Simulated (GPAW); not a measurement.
Wanted: an ASE script for a GPAW 26.7.0 run.

| Quantity | Value |
| --- | --- |
| Task | single point |
| Functional | PBE |
| Potentials or basis | GPAW PAW data sets (gpaw-data 1.2.1) |
| Cutoff | 600 eV |
| Basis | pw |
| k mesh | 8 × 8 × 8 |
| Occupations | gaussian, width 0.024 eV |
| Spin | no spin polarisation |
| Maxiter | 150 |

Si:

```xyz
2
Lattice="0.0000 2.7219 2.7219 2.7219 0.0000 2.7219 2.7219 2.7219 0.0000" Properties=species:S:1:pos:R:3 pbc="T T T"
Si    2.7219    2.7219    2.7219
Si    4.0828    4.0828    4.0828
```

These files were run (other wordings do the same):

run.py

```python
from ase import Atoms
from ase.dft.bandgap import bandgap
from ase.io import write
from ase.units import GPa
from gpaw import GPAW, PW

atoms = Atoms(['Si', 'Si'],
              cell=[[0.0, 2.7218511865, 2.7218511865],
                    [2.7218511865, 0.0, 2.7218511865],
                    [2.7218511865, 2.7218511865, 0.0]],
              scaled_positions=[[0.5, 0.5, 0.5],
                                [0.75, 0.75, 0.75]],
              pbc=True)

calc = GPAW(mode=PW(600),
            xc='PBE',
            kpts={'size': (8, 8, 8), 'gamma': True},
            occupations={'name': 'methfessel-paxton', 'order': 0, 'width': 0.024},
            nbands=11,
            convergence={'density': 1e-05, 'energy': 1e-05},
            maxiter=150,
            txt='gpaw.txt')
atoms.calc = calc
energy = atoms.get_potential_energy()
forces = atoms.get_forces()
stress = atoms.get_stress()
calc.write('gs.gpw')
write('result.traj', atoms)
print(f'Energy: {energy:.6f} eV')
print('Forces (eV/A):')
print(forces.round(4))
print('Stress (GPa):', (stress / GPa).round(3))
print('Fermi level:', round(calc.get_fermi_level(), 4), 'eV')
print(f'Gap: {bandgap(calc)[0]:.4f} eV, direct: {bandgap(calc, direct=True)[0]:.4f} eV')
```

Potentials or basis: GPAW PAW data sets (gpaw-data 1.2.1), pw.

Run with:

```bash
$ OMP_NUM_THREADS=1 python run.py
```

Results of the run:

* Pressure: 1.6 GPa
* Band gap on the k mesh: 0.62 eV, indirect (least direct gap 2.56 eV)

It took 9.8 s on 1 thread of Arm Neoverse V1 (shared host), peak memory 0.14 GiB.
